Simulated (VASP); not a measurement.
Write the native input for VASP 6.6.1 that does the following.

- Task: single point
- Functional: PBEsol
- Potentials or basis: VASP PAW PBE potentials, release 64 (Si)
- Cutoff: 520 eV
- k mesh: 2 × 2 × 2
- Occupations: fermi-dirac, width 0.3 eV
- Spin: no spin polarisation
- Dipole correction: no
- Further INCAR settings: LREAL = Auto; ALGO = Fast; EDIFF = 1e-07; NBANDS = 46

The structure of Si lies in POSCAR:

```
Si
1.0
    0.0000000000      5.4300000000      5.4300000000
    5.4300000000      0.0000000000      5.4300000000
    5.4300000000      5.4300000000      0.0000000000
Si
16
Direct
   -0.0488581952     -0.0438489871      0.0639226519
    0.1788121547      0.2035082873     -0.0295303867
   -0.0056077348      0.0631583794      0.4670810313
    0.1380662983      0.0928545120      0.6888397790
   -0.1015469613      0.5715837937      0.0591160221
    0.1064088398      0.5832412523      0.2098710866
    0.1313351750      0.4051473297      0.5407090239
    0.0694843462      0.6549539595      0.6942173112
    0.5937476980     -0.0317955801     -0.0448710866
    0.5815009208      0.1370441989      0.1446132597
    0.5133793738     -0.1022928177      0.5220165746
    0.6439042357      0.0154511971      0.6342173112
    0.4477992634      0.5421086556     -0.0198250460
    0.5544843462      0.6280018416      0.1580386740
    0.4598066298      0.3682228361      0.6193830571
    0.6001841621      0.5589686924      0.6485635359
```

The cell was built by a generator and needn't be a form met in nature.

These files were run (other wordings do the same):

INCAR

```
SYSTEM = Si
ALGO     = Fast           ! electronic algorithm
EDIFF    = 1E-7           ! SCF threshold, eV
ENCUT    = 520            ! plane-wave cutoff, eV
GGA      = PS             ! functional
ISIF     = 2              ! what is computed and relaxed
ISMEAR   = -1             ! smearing method
LASPH    = .True.         ! aspherical terms in the spheres
LCHARG   = .False.        ! write CHGCAR
LREAL    = Auto         
LWAVE    = .False.        ! write WAVECAR
NBANDS   = 46             ! bands
NELM     = 80             ! most SCF steps
PREC     = Accurate       ! precision mode
SIGMA    = 0.3            ! smearing width, eV
```

KPOINTS

```
k-points
0
Gamma
  2 2 2
  0 0 0
```

Potentials or basis: VASP PAW PBE potentials, release 64 (Si).

Launch:

```console
$ cat potpaw_PBE.64/Si/POTCAR > POTCAR
$ mpirun -np 1 vasp_std > vasp.out
```

Results of the run:

The pressure is 0.6 GPa. The largest force is 4.418 eV/Å and the band gap on the k mesh is none (metal or under the smearing width).

Caveat: the k mesh is coarse (spacing up to 0.50 Å⁻¹), so the values aren't converged; the PAW data sets were made with another functional, which shifts forces and pressure a little.

Wall time 2.4 min on 1 thread of AMD EPYC 9R45 96-Core Processor (Zen 5), on a shared host, peak memory 0.42 GiB.
